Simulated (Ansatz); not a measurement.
# GaP: pressure up to the limit of the methods

Aim: compress GaP (zincblende type) step by step, far beyond the usual range, and follow pressure and electronic structure. The runs shown use PAW. Its runs: cell relaxed at zero pressure (PAW); volume scaled by 1 (PAW); volume scaled by 0.94 (PAW); volume scaled by 0.88 (PAW); volume scaled by 0.8 (PAW and PAW (cutoff 250 eV)); volume scaled by 0.72 (PAW); volume scaled by 0.64 (PAW and PAW (cutoff 300 eV)); volume scaled by 0.55 (PAW and PAW (cutoff 250 eV)).

Program: Ansatz 0.2.0. Level of theory: DFT, PBEsol, PAW with Ansatz's default frozen-core files, scalar-relativistic. These are calculated values, not measurements.

## 1. The system as given

Symmetry: F-43m, No. 216, cubic system. The conventional cell has a = 5.421 Å, b = 5.421 Å, c = 5.421 Å, α = 90.00°, β = 90.00°, γ = 90.00°. Ga (site symmetry -43m) is surrounded by 4 P at 2.35 Å. Around P (site symmetry -43m) lie 4 Ga at 2.35 Å.

Coordinates:

```cif
data_structure
_symmetry_space_group_name_H-M 'F-43m'
_symmetry_Int_Tables_number 216
_cell_length_a 5.4207
_cell_length_b 5.4207
_cell_length_c 5.4207
_cell_angle_alpha 90.000
_cell_angle_beta 90.000
_cell_angle_gamma 90.000
_cell_volume 159.28
loop_
_atom_site_label
_atom_site_type_symbol
_atom_site_symmetry_multiplicity
_atom_site_Wyckoff_symbol
_atom_site_fract_x
_atom_site_fract_y
_atom_site_fract_z
_atom_site_occupancy
Ga1 Ga 4 a 0.00000 0.00000 0.00000 1
P1 P 4 d 0.25000 0.25000 0.75000 1
```

The file gives the conventional cell by its symmetry; the runs use the cell typed in the input.

Whether this phase is the stable one at these pressures isn't tested.

Atoms are numbered in the order of the input: Ga1, P2.

## 2. Cell relaxed at zero pressure, PAW

Input file input.yaml:

```yaml
crystal:
  lattice:
    - [0.0, 2.7103316823, 2.7103316823]
    - [2.7103316823, 0.0, 2.7103316823]
    - [2.7103316823, 2.7103316823, 0.0]
  atoms:
    - { symbol: Ga, position: [0.0, 0.0, 0.0] }
    - { symbol: P, position: [0.25, 0.25, 0.25] }
kpoints:
  mp_grid: { grid: [12, 12, 12] }
scf:
  occupations: { method: fermi_dirac, width: 0.05 }
hamiltonian:
  xc: pbesol
  pseudopotentials: { kind: paw }
output:
  forces: true
  stress: true
relax:
  f_tol: 0.005
  max_steps: 40
  cell: {}
```

The run is started by

```sh
> ansatz run input.yaml --threads 1 --pin off --max-ram 2048MiB --backend cpu --events-out ev --progress --plain --runs-dir out
```

Further steps of the session: Volume scaled by 1, PAW; Volume scaled by 0.94, PAW; Volume scaled by 0.88, PAW; Volume scaled by 0.8, PAW; Volume scaled by 0.8, PAW (cutoff 250 eV); Volume scaled by 0.72, PAW; Volume scaled by 0.64, PAW; Volume scaled by 0.64, PAW (cutoff 300 eV); Volume scaled by 0.55, PAW; Volume scaled by 0.55, PAW (cutoff 250 eV).

**Question.** What will these runs give? Wanted: PAW pressure at 0.55 of the volume; fitted bulk modulus at zero pressure.

**Answer**, as computed:

| quantity | value |
| --- | --- |
| PAW pressure at 0.55 of the volume | 179.0 GPa |
| PAW (cutoff 250 eV) pressure at 0.55 of the volume | 185.6 GPa |
| fitted bulk modulus at zero pressure (PAW) | 89 GPa |
| its pressure derivative | 4.06 |

By PAW the pressure climbs to 179 GPa at 0.55 of the first volume. One third-order Birch-Murnaghan curve follows these points (B₀ = 89 GPa, B′ = 4.06, misfit at most 0.39 GPa). A fit over so wide a range leans to the high pressures, so B₀ can be off by several per cent. The gap goes from 1.45 to none: pressure closes it at this level, in a cell held to this structure, which the real crystal may leave first. No all-electron run checks these rows here, and frozen cores can fail under such compression. The ions are at rest, and the electrons smeared by 0.05 eV.
